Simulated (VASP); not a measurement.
# KCl (Sylvite) (Fm-3m) in VASP: further runs

Runs on KCl (Sylvite). Level: PBE. Tasks: single point, relaxation of volume and atoms at fixed shape.

Everything below comes from runs of VASP 6.6.1. Logs are shortened: lines on timing, memory, paths and dates and some standing lists are left out, and cuts for length are marked.

**Measured values to compare with.**

From a printed reference work, monograph, for a bulk crystal of KCl: band gap 8.68 eV.

How close the calculation comes is told below.

### Step 1. The cell of the first run

It takes space group Fm-3m (No. 225, cubic). Conventional cell: a = 6.378 Å, b = 6.378 Å, c = 6.378 Å, α = 90.00°, β = 90.00°, γ = 90.00°. K (site symmetry m-3m) has 6 Cl at 3.19 Å within 4.2 Å. Within 4.2 Å of Cl (site symmetry m-3m) lie 6 K at 3.19 Å.

### Step 2. Single point, PBE

The input, INCAR:

```
SYSTEM = KCl
PREC = Accurate
ENCUT = 520
EDIFF = 1E-6
ISMEAR = 0
SIGMA = 0.01
LREAL = .False.
LASPH = .True.
NELM = 60
ALGO = Normal
ISIF = 2
LWAVE = .False.
LCHARG = .False.
GGA = PE
NBANDS = 15
```

The input, KPOINTS:

```
regular mesh
0
Gamma
  6 6 6
  0 0 0
```

The input, POSCAR:

```
KCl
1.0
    0.0000000000      3.1891739729      3.1891739729
    3.1891739729      0.0000000000      3.1891739729
    3.1891739729      3.1891739729      0.0000000000
K Cl
1 1
Direct
    0.0000000000      0.0000000000      0.0000000000
    0.5000000000      0.5000000000      0.5000000000
```

Potentials or basis: VASP PAW PBE potentials, release 64 (K_sv, Cl).

Command:

```console
cat potpaw_PBE.64/K_sv/POTCAR potpaw_PBE.64/Cl/POTCAR > POTCAR
mpirun -np 1 vasp_std > vasp.out
```

OUTCAR:

```text
SYSTEM = KCl
   PREC = Accurate
   ENCUT = 520
   EDIFF = 1E-6
   ISMEAR = 0
   LREAL = .False.
   LASPH = .True.
   NELM = 60
   ISIF = 2
   GGA = PE

 ion  position               nearest neighbor table
   1  0.000  0.000  0.000-   2 3.19   2 3.19   2 3.19   2 3.19   2 3.19   2 3.19
   2  0.500  0.500  0.500-   1 3.19   1 3.19   1 3.19   1 3.19   1 3.19   1 3.19

  LATTYP: Found a face centered cubic cell.
 ALAT       =     6.3783479458

  Lattice vectors:

 A1 = (   0.0000000000,   3.1891739729,   3.1891739729)
 A2 = (   3.1891739729,   0.0000000000,   3.1891739729)
 A3 = (   3.1891739729,   3.1891739729,   0.0000000000)

Analysis of symmetry for initial positions (statically):
=====================================================================
 Subroutine PRICEL returns:
 Original cell was already a primitive cell.

 Routine SETGRP: Setting up the symmetry group for a
 face centered cubic supercell.

 Subroutine GETGRP returns: Found 48 space group operations
 (whereof 48 operations were pure point group operations)
 out of a pool of 48 trial point group operations.

The static configuration has the point symmetry O_h .

Analysis of symmetry for dynamics (positions and initial velocities):
=====================================================================
 Subroutine PRICEL returns:
 Original cell was already a primitive cell.

 Routine SETGRP: Setting up the symmetry group for a
 face centered cubic supercell.

 Subroutine GETGRP returns: Found 48 space group operations
 (whereof 48 operations were pure point group operations)
 out of a pool of 48 trial point group operations.

The dynamic configuration has the point symmetry O_h .

 Subroutine INISYM returns: Found 48 space group operations
 (whereof 48 operations are pure point group operations),
 and found     1 'primitive' translations

----------------------------------------------------------------------------------------

                                     Primitive cell

  volume of cell :      64.8731

  direct lattice vectors                    reciprocal lattice vectors
     0.000000000  3.189173973  3.189173973    -0.156780409  0.156780409  0.156780409
     3.189173973  0.000000000  3.189173973     0.156780409 -0.156780409  0.156780409
     3.189173973  3.189173973  0.000000000     0.156780409  0.156780409 -0.156780409

  length of vectors
     4.510173085  4.510173085  4.510173085     0.271551634  0.271551634  0.271551634

  position of ions in fractional coordinates (direct lattice)
     0.000000000  0.000000000  0.000000000
     0.500000000  0.500000000  0.500000000

  ion indices of the primitive-cell ions
   primitive index   ion index
                 1           1
                 2           2

----------------------------------------------------------------------------------------

 KPOINTS: regular mesh

Automatic generation of k-mesh.
 Grid dimensions read from file:
 generate k-points for:    6    6    6

 Generating k-lattice:

  Cartesian coordinates                     Fractional coordinates (reciprocal lattice)
    -0.026130068  0.026130068  0.026130068     0.166666667  0.000000000  0.000000000
     0.026130068 -0.026130068  0.026130068     0.000000000  0.166666667  0.000000000
     0.026130068  0.026130068 -0.026130068     0.000000000  0.000000000  0.166666667

  Length of vectors
     0.045258606  0.045258606  0.045258606

  Shift w.r.t. Gamma in fractional coordinates (k-lattice)
     0.000000000  0.000000000  0.000000000

 Subroutine IBZKPT returns following result:
 ===========================================

 Found     16 irreducible k-points:

 Following reciprocal coordinates:
            Coordinates               Weight
  0.000000  0.000000  0.000000      1.000000
  0.166667  0.000000  0.000000      8.000000
  0.333333  0.000000  0.000000      8.000000
  0.500000  0.000000  0.000000      4.000000
  0.166667  0.166667  0.000000      6.000000
  0.333333  0.166667  0.000000     24.000000
[... 8 lines left out ...]
 -0.333333  0.333333  0.166667     24.000000
 -0.333333  0.500000  0.166667     12.000000
   k-points           NKPTS =     16   k-points in BZ     NKDIM =     16   number of bands    NBANDS=     15
   number of dos      NEDOS =    301   number of ions     NIONS =      2
   total plane-waves  NPLWV =  46656
   dimension x,y,z NGX =    36 NGY =   36 NGZ =   36
   dimension x,y,z NGXF=    72 NGYF=   72 NGZF=   72
   ions per type =               1   1
   NGX,Y,Z   is equivalent  to a cutoff of  13.27, 13.27, 13.27 a.u.
   NGXF,Y,Z  is equivalent  to a cutoff of  26.54, 26.54, 26.54 a.u.
 SYSTEM =  KCl
   PREC   = accura    normal or accurate (medium, high low for compatibility)
   ISTART =      0    job   : 0-new  1-cont  2-samecut
   ICHARG =      2    charge: 1-file 2-atom 10-const
   ISPIN  =      1    spin polarized calculation?
   LNONCOLLINEAR =      F non collinear calculations
   LSORBIT =      F    spin-orbit coupling
   LASPH  =      T    aspherical Exc in radial PAW
   ENCUT  =  520.0 eV  38.22 Ry    6.18 a.u.   8.39  8.39  8.39*2*pi/ulx,y,z
   NELM   =     60;   NELMIN=  2; NELMDL= -5     # of ELM steps
   EDIFF  = 0.1E-05   stopping-criterion for ELM
   LREAL  =      F    real-space projection
   EDIFFG = 0.1E-04   stopping-criterion for IOM
   NSW    =      0    number of steps for IOM
   IBRION =     -1    ionic relax: 0-MD 1-quasi-New 2-CG
   NFREE  =      0    steps in history (QN), initial steepest desc. (CG)
   ISIF   =      2    stress and relaxation
   ISYM   =      2    0-nonsym 1-usesym 2-fastsym
   POTIM  = 0.5000    time-step for ionic-motion
   TEBEG  =    0.0;   TEEND  =   0.0 temperature during run
   PSTRESS=    0.0 pullay stress
   NELECT =      16.0000    total number of electrons
   NUPDOWN=      -1.0000    fix difference up-down
   EMIN   =  10.00;   EMAX   =-10.00  energy-range for DOS
   EFERMI =   0.00;   METHOD = LEGACY
   ISMEAR =     0;   SIGMA  =   0.01  broadening in eV -4-tet -1-fermi 0-gaus
   EFERMI_NEDOS =   21; number of points for ismear=-14 and -15
   IALGO  =     38    algorithm
   IMIX   =      4    mixing-type and parameters
     AMIX     =   0.40;   BMIX     =  1.00
     AMIX_MAG =   1.60;   BMIX_MAG =  1.00
  volume/ion in A,a.u.               =      32.44       218.89
  Fermi-wavevector in a.u.,A,eV,Ry     =   1.026660  1.940106 14.340957  1.054031
  Thomas-Fermi vector in A             =   2.160564
   LORBIT       =      0    0 simple, 1 ext, 2 COOP (PROOUT), +10 PAW based schemes
   GGA     = PE    functional components
   LHFCALC =     F    Hartree Fock is set to
   AEXX    =    0.0000 exact exchange contribution
   IVDW    =     0    specifies the selected vdW correction
   LEPSILON=     F    determine dielectric tensor
   LRPA    =     F    only Hartree local field effects (RPA)
 non-spin polarized calculation
 Gauss-broadening in eV      SIGMA  =   0.01
  energy-cutoff  :      520.00
  volume of cell :       64.87
 maximum number of plane-waves:      1807
 NGX is ok and might be reduce to    36
   NGX = 17   NGY = 17   NGZ = 17

 number of electron      15.9999998 magnetization

 Free energy of the ion-electron system (eV)
  ---------------------------------------------------
  ext. energy  EPLUGINS =         0.00000000
  ---------------------------------------------------
  free energy    TOTEN  =        -6.81093012 eV

  energy without entropy =       -6.81093012  energy(sigma->0) =       -6.81093012

 E-fermi :  -1.9346     XC(G=0):  -7.3754

 val. band max:       -1.9980473141   @ k =   0.0000   0.0000   0.0000
 cond. band min:       3.0522741489   @ k =   0.0000   0.0000   0.0000
 fundamental gap:      5.0503214629
 Fermi energy:        -1.9346261881

 k-point     1 :       0.0000    0.0000    0.0000
  band No.  band energies     occupation
      1     -29.2967      2.00000
      2     -14.0718      2.00000
      3     -12.7567      2.00000
      4     -12.7567      2.00000
      5     -12.7567      2.00000
      6      -1.9980      2.00000
      7      -1.9980      2.00000
      8      -1.9980      2.00000
      9       3.0523      0.00000
     10       6.3568      0.00000
     11       6.3568      0.00000
     12       6.3568      0.00000
     13       7.2114      0.00000
     14       7.2114      0.00000
     15      10.8373      0.00000

 k-point     2 :       0.1667    0.0000    0.0000
  band No.  band energies     occupation
      1     -29.2946      2.00000
      2     -14.1195      2.00000
      3     -12.7588      2.00000
      4     -12.7588      2.00000
      5     -12.6970      2.00000
      6      -2.2910      2.00000
      7      -2.0751      2.00000
      8      -2.0751      2.00000
      9       3.6645      0.00000
     10       6.1779      0.00000
     11       6.6869      0.00000
     12       6.6869      0.00000
     13       7.5589      0.00000
     14       7.5589      0.00000
     15      11.6910      0.00000

 k-point     3 :       0.3333    0.0000    0.0000
  band No.  band energies     occupation
      1     -29.2903      2.00000
      2     -14.2047      2.00000
      3     -12.7630      2.00000
      4     -12.7630      2.00000
      5     -12.5875      2.00000
      6      -2.7747      2.00000
      7      -2.2218      2.00000
      8      -2.2218      2.00000
      9       4.8875      0.00000
     10       6.1808      0.00000
     11       7.5804      0.00000
     12       7.5804      0.00000
     13       8.4414      0.00000
     14       8.4414      0.00000
     15      10.5849      0.00000

 k-point     4 :       0.5000    0.0000    0.0000
  band No.  band energies     occupation
      1     -29.2882      2.00000
      2     -14.2434      2.00000
      3     -12.7651      2.00000
      4     -12.7651      2.00000
      5     -12.5365      2.00000
      6      -2.9835      2.00000
      7      -2.2917      2.00000
      8      -2.2917      2.00000
      9       5.4741      0.00000
     10       6.4401      0.00000
     11       8.3942      0.00000
     12       8.3942      0.00000
     13       9.2650      0.00000
     14       9.2650      0.00000
     15       9.8582      0.00000
[... 163 lines left out ...]
 k-point    14 :       0.5000    0.3333    0.1667
  band No.  band energies     occupation
      1     -29.2876      2.00000
      2     -14.1298      2.00000
      3     -12.8086      2.00000
      4     -12.7864      2.00000
      5     -12.6561      2.00000
      6      -2.7051      2.00000
      7      -2.2877      2.00000
      8      -2.2843      2.00000
      9       5.4992      0.00000
     10       5.6506      0.00000
     11       7.7990      0.00000
     12       8.4425      0.00000
     13       8.5071      0.00000
     14       8.7740      0.00000
     15       9.5992      0.00000

 k-point    15 :      -0.3333    0.3333    0.1667
  band No.  band energies     occupation
      1     -29.2862      2.00000
      2     -14.1181      2.00000
      3     -12.8218      2.00000
      4     -12.8060      2.00000
      5     -12.6509      2.00000
      6      -2.6671      2.00000
      7      -2.4121      2.00000
      8      -2.3264      2.00000
      9       5.8740      0.00000
     10       6.1100      0.00000
     11       7.5642      0.00000
     12       7.8435      0.00000
     13       9.0468      0.00000
     14       9.5635      0.00000
     15       9.7161      0.00000

 k-point    16 :      -0.3333    0.5000    0.1667
  band No.  band energies     occupation
      1     -29.2856      2.00000
      2     -14.0490      2.00000
      3     -12.8587      2.00000
      4     -12.8222      2.00000
      5     -12.7059      2.00000
      6      -2.5446      2.00000
      7      -2.3907      2.00000
      8      -2.3400      2.00000
      9       5.2439      0.00000
     10       6.8038      0.00000
     11       6.8853      0.00000
     12       8.0008      0.00000
     13       8.8126      0.00000
     14       9.5465      0.00000
     15      10.0695      0.00000

------------------------ aborting loop because EDIFF is reached ----------------------------------------

  FORCE on cell =-STRESS in cart. coord.  units (eV):
  Direction    XX          YY          ZZ          XY          YZ          ZX
  --------------------------------------------------------------------------------------
  -------------------------------------------------------------------------------------
  Total        0.0179796      0.0179796      0.0179796     -0.0000000      0.0000000      0.0000000
  in kB        0.4440437      0.4440437      0.4440437     -0.0000000      0.0000000      0.0000000
  external PRESSURE =       0.4440437 kB  Pullay stress =       0.0000000 kB

 VOLUME and BASIS-vectors are now :
 -----------------------------------------------------------------------------
  energy-cutoff  :      520.00
  volume of cell :       64.87
      direct lattice vectors                 reciprocal lattice vectors
     0.000000000  3.189173973  3.189173973    -0.156780409  0.156780409  0.156780409
     3.189173973  0.000000000  3.189173973     0.156780409 -0.156780409  0.156780409
     3.189173973  3.189173973  0.000000000     0.156780409  0.156780409 -0.156780409

 POSITION                                       TOTAL-FORCE (eV/Angst)
 -----------------------------------------------------------------------------------
      0.00000      0.00000      0.00000         0.000000      0.000000      0.000000
      3.18917      3.18917      3.18917        -0.000000      0.000000     -0.000000
 -----------------------------------------------------------------------------------
    total drift:                                0.000000      0.000000      0.000000

  FREE ENERGIE OF THE ION-ELECTRON SYSTEM (eV)
  ---------------------------------------------------
  free  energy   TOTEN  =        -6.8109301234 eV

  energy  without entropy=       -6.8109301234  energy(sigma->0) =       -6.81093012
```

Run time: 26 s. Hardware: 1 thread of AMD EPYC 7R13 (Zen 3), shared host; peak memory 0.17 GiB.

What came out:

```
Free energy            : -6.8109 eV
Pressure               : 0.0 GPa
Band gap on the k mesh : 5.05 eV, direct
```

### Step 3. Relaxation of volume and atoms at fixed shape, PBE

This run uses another cell than the first one, of 31.15 Å³/atom, 0.960 times its volume.

The input, INCAR:

```
SYSTEM = KCl
PREC     = Accurate       ! precision mode
ENCUT    = 600            ! plane-wave cutoff, eV
EDIFF    = 1E-6           ! SCF threshold, eV
ISMEAR   = 0              ! smearing method
SIGMA    = 0.01           ! smearing width, eV
LREAL    = .False.        ! projectors in reciprocal space
LASPH    = .True.         ! aspherical terms in the spheres
NELM     = 100            ! most SCF steps
ALGO     = Normal         ! electronic algorithm
ISIF     = 8              ! what is computed and relaxed
LWAVE    = .False.        ! write WAVECAR
LCHARG   = .False.        ! write CHGCAR
GGA      = PE             ! functional
IBRION   = 2              ! ionic algorithm
NSW      = 60             ! ionic steps
EDIFFG   = -0.01          ! ionic threshold
```

KPOINTS is that of step 2.

The input, POSCAR:

```
KCl
1.0
    0.0000000000      3.1464700000      3.1464700000
    3.1464700000      0.0000000000      3.1464700000
    3.1464700000      3.1464700000      0.0000000000
K Cl
1 1
Direct
    0.0000000000      0.0000000000      0.0000000000
    0.5000000000      0.5000000000      0.5000000000
```

Potentials or basis: VASP PAW PBE potentials, release 64 (K_sv, Cl).

Command:

```console
cat potpaw_PBE.64/K_sv/POTCAR potpaw_PBE.64/Cl/POTCAR > POTCAR
mpirun -np 1 vasp_std > vasp.out
```

Run time: 35 s. Hardware: 1 thread of AMD EPYC 7R13 (Zen 3), shared host; peak memory 0.19 GiB.

It converged, with:

```yaml
Free_energy: -6.8111 eV
Relaxed_volume: 32.58 Å³/atom
Relaxed_cell: a = 4.517 Å, b = 4.517 Å, c = 4.517 Å, α = 60.00°, β = 60.00°, γ = 60.00°
Space_group_after_relaxing_to_0.05_Å: Fm-3m (No. 225)
Energy_gained_by_relaxing: 3.5 meV/atom
Ionic_steps: 3
Pressure_after_relaxing: 0.0 GPa
Band_gap_on_the_k_mesh: 5.04 eV, direct
```

Step by step:
```tsv
step	energy change (eV)	largest force (eV/Å)	pressure (GPa)	volume (Å³)
1	0.0000	0.0000	0.82	62.30
2	-0.0053	0.0000	0.37	63.75
3	-0.0070	0.0000	0.00	65.16
```

Final structure:
```yaml
crystal:
  lattice:
    - [0.00000, 3.19382, 3.19382]
    - [3.19382, 0.00000, 3.19382]
    - [3.19382, 3.19382, 0.00000]
  atoms:
    - { symbol: K, position: [0.00000, 0.00000, 0.00000] }
    - { symbol: Cl, position: [0.50000, 0.50000, 0.50000] }
```

Levels at points of the mesh, in eV from the valence-band top:
```tsv
k point	band 6	band 7	band 8	band 9	band 10	band 11
(0.00, 0.00, 0.00)	0.00	0.00	0.00	5.04	8.35	8.35
(0.50, 0.00, 0.00)	-0.98	-0.29	-0.29	7.46	8.42	10.38
(0.50, 0.50, 0.00)	-0.63	-0.21	-0.21	6.56	8.15	9.81
```

### Step 4. Comparison with measurements

Step 2. Measured gap of KCl: 8.68 eV (a printed reference work, monograph). This calculation gives 5.05 eV (-3.63 eV). The value is that of PBE, without temperature or zero-point motion. Semilocal functionals fall short of measured gaps as a rule.
